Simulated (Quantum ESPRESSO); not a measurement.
# HfC under changes of volume

One of the cells (12.568 Å³/atom); the others are scaled copies at fixed shape and fractional positions:

```
CELL_PARAMETERS angstrom
0.00000 2.32500 2.32500
2.32500 0.00000 2.32500
2.32500 2.32500 0.00000
ATOMIC_POSITIONS crystal
Hf 0.50000 0.50000 0.50000
C 0.00000 0.00000 0.00000
```

- Program: Quantum ESPRESSO 7.5
- Functional: r2SCAN
- Potentials or basis: SG15 PBE 1.2
- Cutoff: 1197 eV
- Density cutoff: 4789 eV
- k mesh: 8 × 8 × 8
- Occupations: fermi-dirac, width 0.05 eV
- Spin: no spin polarisation

```tsv
volume (Å³/atom)	energy over the lowest point (meV/atom)	pressure (GPa)
11.814	?	?
12.065	0.00	-0.7
12.317	5.02	-5.7
12.568	17.42	-10.2
12.819	36.46	-14.2
13.071	61.53	-17.8
13.322	92.06	-21.1
```

Problem. What does the run at 11.814 Å³/atom give?

Solution. Energy over the lowest point 3.15 meV/atom; pressure 4.8 GPa.

Worked out: A Birch-Murnaghan fit of order 3 (a polynomial in V^(-2/3)) to the other rows has its minimum at 12.03 Å³/atom, just outside them, with B0 = V·E''(V) = 251 GPa and B' = 3.8. It gives 3.10 meV/atom at 11.814 Å³/atom, against the run's 3.15, and -dE/dV = 4.7 GPa, against 4.8.

Energies are extrapolated to zero smearing.

Caveats: the potentials were made for another functional, which shifts forces and pressure.
